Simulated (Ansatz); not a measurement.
PbSe (from a published structure), relaxed with r2SCAN+rVV10 in the PAW code Ansatz: the symmetry is Fm-3m (No. 225, cubic); a = 6.139 Å in the conventional setting, 28.93 Å³ an atom. Pb is surrounded by 6 Se at 3.07 Å; Se is surrounded by 6 Pb at 3.07 Å. The primitive cell holds 2 atoms in 57.85 Å³. Computed at 0 K without zero-point motion; no magnetic order is allowed.

Computed values: PBE gives a gap of 0.32 eV and PBE0 (25 % exact exchange) 1.27 eV; one over PBE's mean ε∞ is 0.046. HSE06+SOC (4×4×4) gives a least gap of 0.17 eV, direct. r2SCAN's ε∞ is 17.52.

Question: Taking the gap as linear in the share of unscreened exchange, estimate the gap of the hybrid whose share is 1/ε∞.

Answer: The slope is (1.27 − 0.32)/0.25 = 3.80 eV per unit share, so E_g ≈ 0.32 + 3.80 × 0.046 = 0.49 eV. The run with that share gives 0.48 eV (6×6×6 mesh), -0.01 eV from the straight line.

Question: At what wavelength does absorption set in by HSE06+SOC, excitons left aside?

Answer: λ = 1239.84 eV nm/E: 7293 nm for the least gap. That lies in the infrared.

Question: What refractive index and reflectivity at normal incidence follow, below the gap and above the phonons?

Answer: n = √17.52 = 4.186; R = ((n − 1)/(n + 1))² = (3.186/5.186)² = 37.7 % a face.

Only the levels marked +SOC include spin-orbit coupling.

The meshes of the hybrids are coarse, so their gaps aren't converged to the digits shown.
